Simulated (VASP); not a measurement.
# Ag (Fm-3m) in VASP: further runs

The runs below take Ag through band structure, with PBE.

Program: VASP 6.6.1. These are calculated values, not measurements. Logs are shortened: lines on timing, memory, paths and dates and some standing lists are left out, and cuts for length are marked.

## 1. The crystal as given

Symmetry: Fm-3m, No. 225, cubic system. The conventional cell has a = 4.085 Å, b = 4.085 Å, c = 4.085 Å, α = 90.00°, β = 90.00°, γ = 90.00°. Ag (site symmetry m-3m) is surrounded by 12 Ag at 2.89 Å.

## 2. Band structure, PBE

The input, INCAR:

```
SYSTEM = Ag
PREC = Accurate
ENCUT = 520
EDIFF = 1E-7
ISMEAR = -1
SIGMA = 0.05
LREAL = .FALSE.
LASPH = .TRUE.
NELM = 80
ALGO = Normal
ISIF = 2
LWAVE = .FALSE.
LCHARG = .FALSE.
LMAXMIX = 4
GGA = PE
```

The input, KPOINTS:

```
Automatic mesh
0
G
  11 11 11
  0 0 0
```

The input, POSCAR:

```
Ag
1.0
    0.0000000000      2.0427500000      2.0427500000
    2.0427500000      0.0000000000      2.0427500000
    2.0427500000      2.0427500000      0.0000000000
Ag
1
Direct
    0.0000000000      0.0000000000      0.0000000000
```

The input, KPOINTS_OPT:

```
path GXWKGLUWLK,UX
10
line-mode
reciprocal
 0.0000000000  0.0000000000  0.0000000000  G
 0.5000000000  0.0000000000  0.5000000000  X

 0.5000000000  0.0000000000  0.5000000000  X
 0.5000000000  0.2500000000  0.7500000000  W

 0.5000000000  0.2500000000  0.7500000000  W
 0.3750000000  0.3750000000  0.7500000000  K

 0.3750000000  0.3750000000  0.7500000000  K
 0.0000000000  0.0000000000  0.0000000000  G

 0.0000000000  0.0000000000  0.0000000000  G
 0.5000000000  0.5000000000  0.5000000000  L

 0.5000000000  0.5000000000  0.5000000000  L
 0.6250000000  0.2500000000  0.6250000000  U

 0.6250000000  0.2500000000  0.6250000000  U
 0.5000000000  0.2500000000  0.7500000000  W

 0.5000000000  0.2500000000  0.7500000000  W
 0.5000000000  0.5000000000  0.5000000000  L

 0.5000000000  0.5000000000  0.5000000000  L
 0.3750000000  0.3750000000  0.7500000000  K

 0.6250000000  0.2500000000  0.6250000000  U
 0.5000000000  0.0000000000  0.5000000000  X
```

Potentials or basis: VASP PAW PBE potentials, release 64 (Ag).

Started as:

```
> cat potpaw_PBE.64/Ag/POTCAR > POTCAR
> mpirun -np 1 vasp_std > vasp.out
```

OUTCAR:

```text
SYSTEM = Ag
   PREC = Accurate
   ENCUT = 520
   EDIFF = 1E-7
   ISMEAR = -1
   LREAL = .FALSE.
   LASPH = .TRUE.
   NELM = 80
   ISIF = 2
   GGA = PE

 ion  position               nearest neighbor table
   1  0.000  0.000  0.000-

  LATTYP: Found a face centered cubic cell.
 ALAT       =     4.0855000000

  Lattice vectors:

 A1 = (   0.0000000000,   2.0427500000,   2.0427500000)
 A2 = (   2.0427500000,   0.0000000000,   2.0427500000)
 A3 = (   2.0427500000,   2.0427500000,   0.0000000000)

Analysis of symmetry for initial positions (statically):
=====================================================================
 Subroutine PRICEL returns:
 Original cell was already a primitive cell.

 Routine SETGRP: Setting up the symmetry group for a
 face centered cubic supercell.

 Subroutine GETGRP returns: Found 48 space group operations
 (whereof 48 operations were pure point group operations)
 out of a pool of 48 trial point group operations.

The static configuration has the point symmetry O_h .

Analysis of symmetry for dynamics (positions and initial velocities):
=====================================================================
 Subroutine PRICEL returns:
 Original cell was already a primitive cell.

 Routine SETGRP: Setting up the symmetry group for a
 face centered cubic supercell.

 Subroutine GETGRP returns: Found 48 space group operations
 (whereof 48 operations were pure point group operations)
 out of a pool of 48 trial point group operations.

The dynamic configuration has the point symmetry O_h .

 Subroutine INISYM returns: Found 48 space group operations
 (whereof 48 operations are pure point group operations),
 and found     1 'primitive' translations

----------------------------------------------------------------------------------------

                                     Primitive cell

  volume of cell :      17.0481

  direct lattice vectors                    reciprocal lattice vectors
     0.000000000  2.042750000  2.042750000    -0.244768082  0.244768082  0.244768082
     2.042750000  0.000000000  2.042750000     0.244768082 -0.244768082  0.244768082
     2.042750000  2.042750000  0.000000000     0.244768082  0.244768082 -0.244768082

  length of vectors
     2.888884755  2.888884755  2.888884755     0.423950755  0.423950755  0.423950755

  position of ions in fractional coordinates (direct lattice)
     0.000000000  0.000000000  0.000000000

  ion indices of the primitive-cell ions
   primitive index   ion index
                 1           1

[... 78 lines left out ...]
   ISYM   =      2    0-nonsym 1-usesym 2-fastsym
   POTIM  = 0.5000    time-step for ionic-motion
   TEBEG  =    0.0;   TEEND  =   0.0 temperature during run
   PSTRESS=    0.0 pullay stress
   NELECT =      11.0000    total number of electrons
   NUPDOWN=      -1.0000    fix difference up-down
   EMIN   =  10.00;   EMAX   =-10.00  energy-range for DOS
   EFERMI =   0.00;   METHOD = LEGACY
   ISMEAR =    -1;   SIGMA  =   0.05  broadening in eV -4-tet -1-fermi 0-gaus
   EFERMI_NEDOS =   21; number of points for ismear=-14 and -15
   IALGO  =     38    algorithm
   IMIX   =      4    mixing-type and parameters
     AMIX     =   0.40;   BMIX     =  1.00
     AMIX_MAG =   1.60;   BMIX_MAG =  1.00
  volume/ion in A,a.u.               =      17.05       115.05
  Fermi-wavevector in a.u.,A,eV,Ry     =   1.414644  2.673290 27.228221  2.001218
  Thomas-Fermi vector in A             =   2.536165
   LORBIT       =      0    0 simple, 1 ext, 2 COOP (PROOUT), +10 PAW based schemes
   GGA     = PE    functional components
   LHFCALC =     F    Hartree Fock is set to
   AEXX    =    0.0000 exact exchange contribution
   IVDW    =     0    specifies the selected vdW correction
   LEPSILON=     F    determine dielectric tensor
   LRPA    =     F    only Hartree local field effects (RPA)
 non-spin polarized calculation
  energy-cutoff  :      520.00
  volume of cell :       17.05
 maximum number of plane-waves:       477
 NGX is ok and might be reduce to    24
   NGX = 11   NGY = 11   NGZ = 11

 number of electron      10.9999999 magnetization

 Free energy of the ion-electron system (eV)
  ---------------------------------------------------
  ext. energy  EPLUGINS =         0.00000000
  ---------------------------------------------------
  free energy    TOTEN  =        -2.71060483 eV

  energy without entropy =       -2.70778927  energy(sigma->0) =       -2.70919705

 E-fermi :   8.6795     XC(G=0): -12.2123

 val. band max:        8.6417663959   @ k =  -0.4545   0.0909   0.0000
 cond. band min:       8.7339179482   @ k =   0.4545   0.3636   0.0000
 fundamental gap:      0.0921515523
 Fermi energy:         8.6794928815

 k-point     1 :       0.0000    0.0000    0.0000
  band No.  band energies     occupation
      1       0.6624      2.00000
      2       3.6172      2.00000
      3       3.6172      2.00000
      4       3.6172      2.00000
      5       4.6506      2.00000
      6       4.6506      2.00000
      7      24.4562      0.00000
      8      28.0358      0.00000
      9      28.0358      0.00000
[... 265 lines left out ...]
 k-point    24 :      -0.1818    0.1818    0.0000
  band No.  band energies     occupation
      1       2.6938      2.00000
      2       3.2170      2.00000
      3       3.8324      2.00000
      4       4.2304      2.00000
      5       4.2617      2.00000
      6       5.7979      2.00000
      7      20.3639      0.00000
      8      20.7712      0.00000
      9      27.0606      0.00000

 [... further k-points ...]

------------------------ aborting loop because EDIFF is reached ----------------------------------------

  FORCE on cell =-STRESS in cart. coord.  units (eV):
  Direction    XX          YY          ZZ          XY          YZ          ZX
  --------------------------------------------------------------------------------------
  -------------------------------------------------------------------------------------
  Total        0.4526201      0.4526201      0.4526201      0.0000000      0.0000000      0.0000000
  in kB       42.5371841     42.5371841     42.5371841      0.0000000      0.0000000      0.0000000
  external PRESSURE =      42.5371841 kB  Pullay stress =       0.0000000 kB

 VOLUME and BASIS-vectors are now :
 -----------------------------------------------------------------------------
  energy-cutoff  :      520.00
  volume of cell :       17.05
      direct lattice vectors                 reciprocal lattice vectors
     0.000000000  2.042750000  2.042750000    -0.244768082  0.244768082  0.244768082
     2.042750000  0.000000000  2.042750000     0.244768082 -0.244768082  0.244768082
     2.042750000  2.042750000  0.000000000     0.244768082  0.244768082 -0.244768082

 POSITION                                       TOTAL-FORCE (eV/Angst)
 -----------------------------------------------------------------------------------
      0.00000      0.00000      0.00000         0.000000      0.000000     -0.000000
 -----------------------------------------------------------------------------------
    total drift:                                0.000000     -0.000000     -0.000000

  FREE ENERGIE OF THE ION-ELECTRON SYSTEM (eV)
  ---------------------------------------------------
  free  energy   TOTEN  =        -2.7106048316 eV

  energy  without entropy=       -2.7077892719  energy(sigma->0) =       -2.70919705
```

OSZICAR:

```text
N       E                     dE             d eps       ncg     rms          rms(c)
DAV:   1     0.453824252272E+02    0.45382E+02   -0.57215E+03  1024   0.111E+03
DAV:   2    -0.258412866034E+01   -0.47967E+02   -0.45842E+02  1033   0.207E+02
DAV:   3    -0.296911284463E+01   -0.38498E+00   -0.38492E+00  1184   0.231E+01
[... 16 lines left out ...]
DAV:   6     0.238548186888E+04   -0.33187E-05     1153
DAV:   7     0.238548186884E+04   -0.38804E-07     1073
       N       E                     dE             ncg
DAV:   1     0.908552774478E+04   -0.18681E+05      808
DAV:   2     0.718506004946E+04   -0.19005E+04      807
DAV:   3     0.717108604005E+04   -0.13974E+02      894
DAV:   4     0.717105225845E+04   -0.33782E-01      843
DAV:   5     0.717105197047E+04   -0.28798E-03      890
DAV:   6     0.717105196721E+04   -0.32533E-05      834
DAV:   7     0.717105196717E+04   -0.39454E-07      653
```

stdout:

```text
POSCAR found type information on POSCAR Ag
 POSCAR found :  1 types and       1 ions
 scaLAPACK will be used
 LDA part: xc-table for (Slater+PW92), standard interpolation
 POSCAR, INCAR and KPOINTS ok, starting setup
 FFT: planning ... GRIDC
 FFT: planning ... GRID_SOFT
 FFT: planning ... GRID
 WAVECAR not read
 entering main loop
 Start KPOINTS_OPT (optional k-point list driver)
k-point batch [1-56\100]
k-point batch [57-100\100]
```

Run time: 10 s. Hardware: 1 thread of AMD EPYC 9R45 (Zen 5), shared host; peak memory 0.12 GiB.

Results:

```
Free energy             : -2.7106 eV
Pressure                : 4.3 GPa
Band gap along the path : none (metal or under the smearing width)
```

Levels at the corners of the path, in eV from the Fermi level:
| point | band 3 | band 4 | band 5 | band 6 | band 7 | band 8 |
| --- | --- | --- | --- | --- | --- | --- |
| Γ | -5.06 | -5.06 | -4.03 | -4.03 | 15.78 | 19.36 |
| X | -3.27 | -3.03 | -3.03 | 1.36 | 6.49 | 10.42 |
| X | -3.27 | -3.03 | -3.03 | 1.36 | 6.49 | 10.42 |
| W | -5.33 | -4.02 | -3.03 | 5.71 | 5.71 | 6.75 |
| W | -5.33 | -4.02 | -3.03 | 5.71 | 5.71 | 6.75 |
| K | -4.34 | -3.81 | -3.31 | 4.04 | 5.01 | 6.89 |
| K | -4.34 | -3.81 | -3.31 | 4.04 | 5.01 | 6.89 |
| Γ | -5.06 | -5.06 | -4.03 | -4.03 | 15.78 | 19.36 |
| Γ | -5.06 | -5.06 | -4.03 | -4.03 | 15.78 | 19.36 |
| L | -5.08 | -3.23 | -3.23 | -0.65 | 3.35 | 15.01 |
| L | -5.08 | -3.23 | -3.23 | -0.65 | 3.35 | 15.01 |
| U | -4.34 | -3.81 | -3.31 | 4.04 | 5.01 | 6.89 |
| U | -4.34 | -3.81 | -3.31 | 4.04 | 5.01 | 6.89 |
| W | -5.33 | -4.02 | -3.03 | 5.71 | 5.71 | 6.75 |
| W | -5.33 | -4.02 | -3.03 | 5.71 | 5.71 | 6.75 |
| L | -5.08 | -3.23 | -3.23 | -0.65 | 3.35 | 15.01 |
| L | -5.08 | -3.23 | -3.23 | -0.65 | 3.35 | 15.01 |
| K | -4.34 | -3.81 | -3.31 | 4.04 | 5.01 | 6.89 |
| U | -4.34 | -3.81 | -3.31 | 4.04 | 5.01 | 6.89 |
| X | -3.27 | -3.03 | -3.03 | 1.36 | 6.49 | 10.42 |

## 3. Band structure, PBE, spin-orbit coupling, no magnetisation

The input, INCAR:

```
SYSTEM = Ag
  PREC = Accurate
  ENCUT = 520
  EDIFF = 1E-6
  ISMEAR = -1
  SIGMA = 0.05
  LREAL = .FALSE.
  LASPH = .TRUE.
  NELM = 60
  ALGO = Normal
  ISIF = 2
  LWAVE = .FALSE.
  LCHARG = .FALSE.
  LNONCOLLINEAR = .TRUE.
  MAGMOM = 0 0 0
  LORBIT = 11
  LSORBIT = .TRUE.
  GGA_COMPAT = .FALSE.
  LMAXMIX = 4
  GGA = PE
  NBANDS = 22
```

The input, KPOINTS:

```
regular mesh
0
G
  8 8 8
  0 0 0
```

POSCAR is that of step 2.

KPOINTS_OPT is that of step 2.

Potentials or basis: VASP PAW PBE potentials, release 64 (Ag).

Started as:

```
> cat potpaw_PBE.64/Ag/POTCAR > POTCAR
> mpirun -np 1 vasp_ncl > vasp.out
```

OUTCAR:

```text
SYSTEM = Ag
   PREC = Accurate
   ENCUT = 520
   EDIFF = 1E-6
   ISMEAR = -1
   LREAL = .FALSE.
   LASPH = .TRUE.
   NELM = 60
   ISIF = 2
   LNONCOLLINEAR = .TRUE.
   LORBIT = 11
   LSORBIT = .TRUE.
   GGA = PE

 ion  position               nearest neighbor table
   1  0.000  0.000  0.000-

  LATTYP: Found a face centered cubic cell.
 ALAT       =     4.0855000000

  Lattice vectors:

 A1 = (   0.0000000000,   2.0427500000,   2.0427500000)
 A2 = (   2.0427500000,   0.0000000000,   2.0427500000)
 A3 = (   2.0427500000,   2.0427500000,   0.0000000000)

Analysis of symmetry for initial positions (statically):
=====================================================================
 Subroutine PRICEL returns:
 Original cell was already a primitive cell.

 Routine SETGRP: Setting up the symmetry group for a
 face centered cubic supercell.

 Subroutine GETGRP returns: Found 48 space group operations
 (whereof 48 operations were pure point group operations)
 out of a pool of 48 trial point group operations.

The static configuration has the point symmetry O_h .

Analysis of symmetry for dynamics (positions and initial velocities):
=====================================================================
 Subroutine PRICEL returns:
 Original cell was already a primitive cell.

 Routine SETGRP: Setting up the symmetry group for a
 face centered cubic supercell.

 Subroutine GETGRP returns: Found 48 space group operations
 (whereof 48 operations were pure point group operations)
 out of a pool of 48 trial point group operations.

The dynamic configuration has the point symmetry O_h .

Analysis of structural, dynamic, and magnetic symmetry:
=====================================================================
 Subroutine PRICEL returns:
 Original cell was already a primitive cell.

[... 164 lines left out ...]
 k-point     1 :       0.0000    0.0000    0.0000
  band No.  band energies     occupation
      1       0.6635      1.00000
      2       0.6635      1.00000
      3       3.4516      1.00000
      4       3.4516      1.00000
      5       3.4516      1.00000
      6       3.4516      1.00000
[... 589 lines left out ...]
     21      31.6911      0.00000
     22      31.6911      0.00000

 [... further k-points ...]

------------------------ aborting loop because EDIFF is reached ----------------------------------------

  FORCE on cell =-STRESS in cart. coord.  units (eV):
  Direction    XX          YY          ZZ          XY          YZ          ZX
  --------------------------------------------------------------------------------------
  -------------------------------------------------------------------------------------
  Total        0.5330633      0.5330633      0.5330633     -0.0000000      0.0000000     -0.0000000
  in kB       50.0972346     50.0972346     50.0972346     -0.0000000      0.0000000     -0.0000000
  external PRESSURE =      50.0972346 kB  Pullay stress =       0.0000000 kB

 VOLUME and BASIS-vectors are now :
 -----------------------------------------------------------------------------
  energy-cutoff  :      520.00
  volume of cell :       17.05
      direct lattice vectors                 reciprocal lattice vectors
     0.000000000  2.042750000  2.042750000    -0.244768082  0.244768082  0.244768082
     2.042750000  0.000000000  2.042750000     0.244768082 -0.244768082  0.244768082
     2.042750000  2.042750000  0.000000000     0.244768082  0.244768082 -0.244768082

 POSITION                                       TOTAL-FORCE (eV/Angst)
 -----------------------------------------------------------------------------------
      0.00000      0.00000      0.00000         0.000000      0.000000      0.000000
 -----------------------------------------------------------------------------------
    total drift:                                0.000000      0.000000      0.000000

  FREE ENERGIE OF THE ION-ELECTRON SYSTEM (eV)
  ---------------------------------------------------
  free  energy   TOTEN  =        -2.7060321091 eV

  energy  without entropy=       -2.7020273424  energy(sigma->0) =       -2.70402973

 Spin-Orbit-Coupling matrix elements

 Ion:    1  E_soc:     -0.0541864
 l=   1
     0.0000000    -0.0019755    -0.0019755
    -0.0019755     0.0000000    -0.0019755
    -0.0019755    -0.0019755     0.0000000
 l=   2
     0.0000000    -0.0014935     0.0000000    -0.0014935    -0.0055620
    -0.0014935     0.0000000    -0.0041715    -0.0014935    -0.0013905
     0.0000000    -0.0041715     0.0000000    -0.0041715     0.0000000
    -0.0014935    -0.0014935    -0.0041715     0.0000000    -0.0013905
    -0.0055620    -0.0013905     0.0000000    -0.0013905     0.0000000
 l=   3
     0.0000000     0.0000000     0.0000000     0.0000000     0.0000000     0.0000000     0.0000000
     0.0000000     0.0000000     0.0000000     0.0000000     0.0000000     0.0000000     0.0000000
     0.0000000     0.0000000     0.0000000     0.0000000     0.0000000     0.0000000     0.0000000
     0.0000000     0.0000000     0.0000000     0.0000000     0.0000000     0.0000000     0.0000000
     0.0000000     0.0000000     0.0000000     0.0000000     0.0000000     0.0000000     0.0000000
     0.0000000     0.0000000     0.0000000     0.0000000     0.0000000     0.0000000     0.0000000
     0.0000000     0.0000000     0.0000000     0.0000000     0.0000000     0.0000000     0.0000000

 total charge

# of ion       s       p       d       tot
------------------------------------------
    1        0.423   0.298   9.159   9.880

 magnetization (x)

# of ion       s       p       d       tot
------------------------------------------
    1       -0.000   0.000   0.000  -0.000

 magnetization (y)

# of ion       s       p       d       tot
------------------------------------------
    1        0.000   0.000   0.000   0.000

 magnetization (z)

# of ion       s       p       d       tot
------------------------------------------
    1        0.000  -0.000   0.000   0.000
```

It took 39 s on 1 thread of AMD EPYC 9R45 (Zen 5), shared host; peak memory 0.18 GiB.

Results:

```yaml
Free_energy: -2.7060 eV
Pressure: 5.0 GPa
Valence_electrons_inside_the_program's_atomic_spheres: Ag 9.88
```

## 4. The reference run

An earlier run on the cell as given: functional PBEsol; potentials or basis VASP PAW PBE potentials, release 64 (Ag); cutoff 520 eV; k mesh 11 × 11 × 11; occupations fermi-dirac, width 0.05 eV; no spin polarisation.

* Pressure: -3.1 GPa
* Band gap on the k mesh: none (metal or under the smearing width)

## 5. Overview

```csv
task,level,spin,k mesh,ladder,pressure (GPa)
band structure,PBE,off,11 × 11 × 11,-,4.3
band structure,PBE,"SOC, no magnetisation",8 × 8 × 8,-,5.0
single point,PBEsol,off,11 × 11 × 11,free,-3.1
```

Alike in all rows: potentials or basis VASP PAW PBE potentials, release 64 (Ag); cell as given; cutoff (eV) 520; smearing fermi-dirac 0.05 eV.

The pressure there spans -3.1 GPa (PBEsol) to 5.0 GPa (PBE); a positive pressure means that this level wants a larger cell, a negative one a smaller.

Caveats: the PAW data sets were made with another functional, which shifts forces and pressure a little (some runs).

Total energies depend on the potentials used, so only differences within one code and one set of settings carry meaning.
